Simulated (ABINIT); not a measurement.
# Quasiparticle gap of BAs (F-43m) in ABINIT

Wanted: ground state, empty states, screening and self-energy for BAs (F-43m).

Main program and level: ABINIT 10.8.3; PBE and many-body steps on it, plane waves.

**The experiments to reproduce.**

- Gap 2.02 eV: indirect gap from square root of absorption coefficient, average of three samples; transmission and reflection spectroscopy; 300 K; bulk crystal (CVT-grown platelets about 10 um thick) (“Optical properties of cubic boron arsenide”, 2019, arxiv:1911.04914).

- Gap 4.12 eV: direct gap from square of absorption coefficient, average of two samples; spectroscopic ellipsometry; 300 K; bulk crystal (CVT-grown opaque bulk crystals) (“Optical properties of cubic boron arsenide”, 2019, arxiv:1911.04914).

- Gap 1.82 eV: indirect gap from Tauc plot of optical absorption; UV-visible absorption, indirect Tauc plot; 300 K; bulk crystal (three thin as-grown single crystals with the same absorption edge) (“Photoluminescence mapping and time-domain thermo-photoluminescence for rapid imaging and measurement of thermal conductivity of boron arsenide”, 2019, arxiv:1910.07149).

## (1) The starting structure

Symmetry: F-43m, No. 216, cubic system. Conventional cell: a = 4.777 Å, b = 4.777 Å, c = 4.777 Å, α = 90.00°, β = 90.00°, γ = 90.00°. Nearest to B lie 4 As at 2.07 Å. Nearest to As lie 4 B at 2.07 Å. Farther neighbours are not listed.

Coordinates:

```cif
data_structure
_symmetry_space_group_name_H-M 'P 1'
_symmetry_Int_Tables_number 1
_cell_length_a 3.3778
_cell_length_b 3.3778
_cell_length_c 3.3778
_cell_angle_alpha 60.000
_cell_angle_beta 60.000
_cell_angle_gamma 60.000
_cell_volume 27.25
loop_
_atom_site_label
_atom_site_type_symbol
_atom_site_fract_x
_atom_site_fract_y
_atom_site_fract_z
_atom_site_occupancy
B1 B 0.00000 0.00000 0.00000 1
As2 As 0.25000 0.25000 0.25000 1
```

The cell and positions come from the Crystallography Open Database and are kept as given unless a step says otherwise.

## (2) Ground state

This step: ABINIT 10.8.3; DFT, PBE, plane waves, norm-conserving pseudopotentials.

The ground-state density comes first.

run.abi reads:

```
acell 3*1.0 Angstrom
rprim 
  -0.000000000000 2.388500000000 2.388500000000
  2.388500000000 -0.000000000000 2.388500000000
  2.388500000000 2.388500000000 -0.000000000000
ntypat 2
znucl 5 33
natom 2
typat 1 2
xred 
  0.000000000000 0.000000000000 0.000000000000
  0.250000000000 0.250000000000 0.250000000000
pp_dirpath "pseudos"
pseudos "B.upf, As.upf"
ecut 44
ngkpt 8 8 8
nshiftk 1
shiftk 0 0 0
kptopt 1
chksymbreak 0
nband 18
occopt 1
tolvrs 1e-10
nstep 60
prtwf 0
optforces 0
optstress 0
indata_prefix "in"
outdata_prefix "out"
tmpdata_prefix "tmp"
```

Started as:

```console
$ OMP_NUM_THREADS=1 mpirun -n 8 abinit run.abi > log
```

Numbers of over 12 decimals in the logs are rounded to 6 here.

The log of the run:

```text
.Version 10.8.3 of ABINIT. v10.8.2 released Aug 2026.

 Symmetries : space group F-4 3 m (#216); Bravais cF (face-center cubic)
================================================================================
 Values of the parameters that define the memory need of the present run
     intxc =       0    ionmov =       0      iscf =       7    lmnmax =       6
     lnmax =       6     mgfft =      40  mpssoang =       3    mqgrid =    3001
     natom =       2  nloc_mem =       1    nspden =       1   nspinor =       1
    nsppol =       1      nsym =      24    n1xccc =    2501    ntypat =       2
    occopt =       1   xclevel =       2
-    mband =          18        mffmem =           1         mkmem =           4
       mpw =        2601          nfft =       64000          nkpt =          29
================================================================================
  Rough estimation (10% accuracy) of disk space for files :
================================================================================

--------------------------------------------------------------------------------
------------- Echo of variables that govern the present computation ------------
--------------------------------------------------------------------------------
 -outvars: echo values of preprocessed input variables --------
            acell      1.8897261259E+00  1.8897261259E+00  1.8897261259E+00 Bohr

      chksymbreak           0
             ecut      4.40000000E+01 Hartree
-          fftalg         312

              ixc     -101130
              kpt      0.00000000E+00  0.00000000E+00  0.00000000E+00
                       1.25000000E-01  0.00000000E+00  0.00000000E+00
                       2.50000000E-01  0.00000000E+00  0.00000000E+00
                       3.75000000E-01  0.00000000E+00  0.00000000E+00
                       5.00000000E-01  0.00000000E+00  0.00000000E+00
                       1.25000000E-01  1.25000000E-01  0.00000000E+00
                       2.50000000E-01  1.25000000E-01  0.00000000E+00
                       3.75000000E-01  1.25000000E-01  0.00000000E+00
                       5.00000000E-01  1.25000000E-01  0.00000000E+00
   [... 18 further rows ...]
                      -3.75000000E-01  5.00000000E-01  1.25000000E-01
                      -2.50000000E-01  5.00000000E-01  2.50000000E-01
         kptrlatt        8    0    0      0    8    0      0    0    8
          kptrlen      5.10656775E+01
P           mkmem           4
            natom           2
            nband          18
            ngfft          40      40      40
             nkpt          29
            nstep          60
             nsym          24
           ntypat           2
              occ      2.000000  2.000000  2.000000  2.000000  2.000000  2.000000
                       2.000000  2.000000  2.000000  2.000000  2.000000  2.000000
                       2.000000  0.000000  0.000000  0.000000  0.000000  0.000000
        optforces           0
        optstress           0
            prtwf           0
            rprim     -0.0000000000E+00  2.3885000000E+00  2.3885000000E+00
[...]
spgroup         216

           tolvrs      1.00000000E-10

             xred      0.0000000000E+00  0.0000000000E+00  0.0000000000E+00
[...]
znucl        5.00000   33.00000

================================================================================

 chkinp: Checking input parameters for consistency.

================================================================================
== DATASET  1 ==================================================================
-   mpi_nproc: 8, omp_nthreads: 1 (-1 if OMP is not activated)

--- !DatasetInfo
iteration_state: {dtset: 1, }
dimensions: {natom: 2, nkpt: 29, mband: 18, nsppol: 1, nspinor: 1, nspden: 1, mpw: 2601, }
cutoff_energies: {ecut:  44.0, pawecutdg:  -1.0, }
electrons: {nelect:   2.60000000E+01, charge:   0.00000000E+00, occopt:   1.00000000E+00, tsmear:   1.00000000E-02, }

 Real(R)+Recip(G) space primitive vectors, cartesian coordinates (Bohr,Bohr^-1):
 R(1)=  0.0000000  4.5136109  4.5136109  G(1)= -0.1107761  0.1107761  0.1107761
 R(2)=  4.5136109  0.0000000  4.5136109  G(2)=  0.1107761 -0.1107761  0.1107761
 R(3)=  4.5136109  4.5136109  0.0000000  G(3)=  0.1107761  0.1107761 -0.1107761
 Unit cell volume ucvol=  1.8390873E+02 bohr^3
 Angles (23,13,12)=  6.00000000E+01  6.00000000E+01  6.00000000E+01 degrees

 getcut: wavevector=  0.0000  0.0000  0.0000  ngfft=  40  40  40
         ecut(hartree)=     44.000   => boxcut(ratio)=   2.09860

--- Pseudopotential description ------------------------------------------------
- B Generated using ONCVPSP code by D. R. Hamann
-  5.00000   3.00000  171031                  znucl, zion, pspdat
12 -101130 1 -1 1534                          pspcod,pspxc,lmax,lloc,mmax
     nproj     2     2     0
  pspatm : epsatm=    3.38844616
         --- l  ekb(1:nproj) -->
[...]
pspatm: atomic psp has been read  and splines computed

- As Generated using ONCVPSP code by D. R. Hamann
- 33.00000  23.00000  171031                  znucl, zion, pspdat
12 -101130 2 -1 1358                          pspcod,pspxc,lmax,lloc,mmax
     nproj     2     2     2
  pspatm : epsatm=   24.77333152
         --- l  ekb(1:nproj) -->
[...]
2  -10.105298   -4.355719
 pspatm: atomic psp has been read  and splines computed

   7.32206220E+02                                ecore*ucvol(ha*bohr**3)
--------------------------------------------------------------------------------

_setup2: Arith. and geom. avg. npw (full set) are    2564.154    2564.133

================================================================================

--- !BeginCycle
iteration_state: {dtset: 1, }
solver: {iscf: 7, nstep: 60, nline: 4, wfoptalg: 0, }
tolerances: {tolvrs: 1.00E-10, }

     iter   Etot(hartree)      deltaE(h)  residm     vres2
 ETOT  1  -307.28277226239    -3.073E+02 1.451E+00 2.107E+02
 ETOT  2  -308.18137084335    -8.986E-01 4.681E-02 9.286E+01
 ETOT  3  -308.19264815402    -1.128E-02 4.179E-02 1.329E+00
 ETOT  4  -308.19277605002    -1.279E-04 1.708E-03 3.985E-02
 ETOT  5  -308.19279338962    -1.734E-05 7.103E-05 1.145E-02
 ETOT  6  -308.19279455618    -1.167E-06 1.440E-04 2.116E-04
 ETOT  7  -308.19279456963    -1.345E-08 1.289E-05 4.646E-06
 ETOT  8  -308.19279456994    -3.174E-10 2.002E-05 4.544E-08
 ETOT  9  -308.19279456993     1.523E-11 1.139E-05 1.993E-09
 ETOT 10  -308.19279456992     1.432E-11 1.824E-05 2.264E-11

 At SCF step   10       vres2   =  2.26E-11 < tolvrs=  1.00E-10 =>converged.

--- !ResultsGS
iteration_state: {dtset: 1, }
comment   : Summary of ground state results
lattice_vectors:
- [ -0.0000000,   4.5136109,   4.5136109, ]
- [  4.5136109,  -0.0000000,   4.5136109, ]
- [  4.5136109,   4.5136109,  -0.0000000, ]
lattice_lengths: [   6.38321,    6.38321,    6.38321, ]
lattice_angles: [ 60.000,  60.000,  60.000, ] # degrees, (23, 13, 12)
lattice_volume:   1.8390873E+02
convergence: {deltae:  1.432E-11, res2:  2.264E-11, residm:  1.824E-05, diffor:  0.000E+00, }
etotal    :  -3.08192795E+02
entropy   :   0.00000000E+00
fermie    :   2.93949411E-01
cartesian_stress_tensor: null
pressure_GPa: null
xred      :
- [  0.0000E+00,   0.0000E+00,   0.0000E+00,  B]
- [  2.5000E-01,   2.5000E-01,   2.5000E-01, As]
cartesian_forces: null
force_length_stats: {min: null, max: null, mean: null, }

 Integrated electronic density in atomic spheres:
 ------------------------------------------------
 Atom  Sphere_radius  Integrated_density
    1        2.00000          2.57184315
    2        2.00000         20.47813491
================================================================================

 ----iterations are completed or convergence reached----

 Mean square residual over all n,k,spin=   60.034E-09; max=  18.236E-06
 reduced coordinates (array xred) for    2 atoms
       0.000000000000      0.000000000000      0.000000000000
       0.250000000000      0.250000000000      0.250000000000
 rms dE/dt=  0.0000E+00; max dE/dt=  0.0000E+00; dE/dt below (all hartree)
    1       0.000000000000      0.000000000000      0.000000000000
    2       0.000000000000      0.000000000000      0.000000000000

 cartesian coordinates (angstrom) at end:
    1      0.000000     0.000000     0.000000
    2      1.194250     1.194250     1.194250
 length scales=  1.889726125908  1.889726125908  1.889726125908 bohr
              =  1.000000000000  1.000000000000  1.000000000000 angstroms
 prteigrs : about to open file out_EIG
 Fermi (or HOMO) energy (hartree) =   0.29395   Average Vxc (hartree)=  -0.41185
 Eigenvalues (hartree) for nkpt=  29  k points:
 kpt#   1, nband= 18, wtk=  0.00195, kpt=  0.0000  0.0000  0.0000 (reduced coord)
  -6.52474   -4.44262   -4.44262   -4.44262   -1.02470   -1.02470   -1.02470   -1.02395
  -1.02395   -0.27205    0.29395    0.29395    0.29395    0.41483    0.41483    0.41483
   0.46596    0.64661
 prteigrs : prtvol=0 or 1, do not print more k-points.

--- !EnergyTerms
iteration_state     : {dtset: 1, }
comment             : Components of total free energy in Hartree
kinetic             :  1.38353924928963E+02
hartree             :  1.24507800013425E+02
xc                  : -2.89029142097494E+01
Ewald energy        : -1.42752833839720E+02
psp_core            :  3.98135661095920E+00
local_psp           : -3.25924045357233E+02
non_local_psp       : -7.74560827165594E+01
total_energy        : -3.08192794569915E+02
total_energy_eV     : -8.38635317127023E+03
band_energy         : -4.95260199424558E+01

== END DATASET(S) ==============================================================
================================================================================

 -outvars: echo values of variables after computation  --------
           etotal     -3.0819279457E+02
            nband          18
             nkpt          29
          spgroup         216
 [... the other variables as echoed above ...]

 Calculation completed.
```

Wall time 7.3 s (8 MPI ranks of Arm Neoverse V2, shared host); peak memory 0.56 GiB; 58 s of CPU time.

This step gave:

```
total energy               : -8386.3532 eV
gap                        : 1.208 eV
k of the valence top       : 0, 0, 0
k of the conduction bottom : 0.375, 0.375, 0
least direct gap           : 3.289 eV
```

The gap is indirect, with the least direct gap 2.08 eV higher.

(Continued in part 2 of 3.)

[Paths, hosts, dates, memory and timing lines, banners, echoed tables and standing remarks are left out of the program output.]

[Logs are printed without paths, hosts, clocks, repeated set-up lines and the standing remarks that a program may print on its own settings, such as how far it seeks lower states.]

[Runs of the session that timed out or met a known fault of the program may be left out.]

[Hosts, paths, dates, database ids (printed as entryN), source tags and the programs' standing remarks are cut or masked in the printed files.]

[G0W0 gaps are taken among the corrected bands and points alone; a level outside them can change the order at an edge.]

[Where Ansatz stands beside ABINIT at settings called matched, ABINIT's density can come from a denser mesh and the files from another edition; pairs whose starting gaps differed by over 0.03 eV were left out, so agreement reads better than it is.]
